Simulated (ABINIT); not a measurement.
Input of an ABINIT 10.8.3 (patched build) run:

The input run.abi:

```
# Pseudopotentials
pp_dirpath "./"
pseudos "Ta.upf, K.upf, O.upf"

# Structure
acell 3*1.0
rprim
     7.5929407526     0.0000000000     0.0000000000
     0.0000000000     7.5929407526     0.0000000000
     0.0000000000     0.0000000000     7.5929407526
ntypat 3
znucl 73 19 8
natom 5
typat 1 2 3 3 3
xred
     0.0000000000     0.0000000000     0.0000000000
     0.5000000000     0.5000000000     0.5000000000
     0.0000000000     0.0000000000     0.5000000000
     0.0000000000     0.5000000000     0.0000000000
     0.5000000000     0.0000000000     0.0000000000
chkprim 0
chksymtnons 0
tolsym 1.0e-6

# Plane-wave basis
ecut 42.0

# k points
kptopt 1
ngkpt 5 5 5
nshiftk 1
shiftk 0.0 0.0 0.0

# Exchange and correlation
ixc 11

# Bands and occupations
nband 24
occopt 3
tsmear 0.05 eV

# SCF cycle
nstep 100
tolvrs 1.0e-10

# Output
iomode 3
prtwf 0
prtden 0
prteig 0
prtebands 0
prtvol 2
```

Potentials or basis: PseudoDojo NC SR PBE v0.4.1 standard.

The run is started by

```bash
$ mpirun --bind-to none -np 4 abinit run.abi > log 2>&1
```

(1) Predict the pressure.

(2) Estimate the band gap on the k mesh.

Results:

(1) 0.0 GPa.

(2) 2.29 eV, indirect (least direct gap 2.83 eV).

Caveat: spin-orbit coupling is left out, which moves the levels of the heavy elements; an odd mesh through Γ misses points on the zone boundary, where band edges often lie.
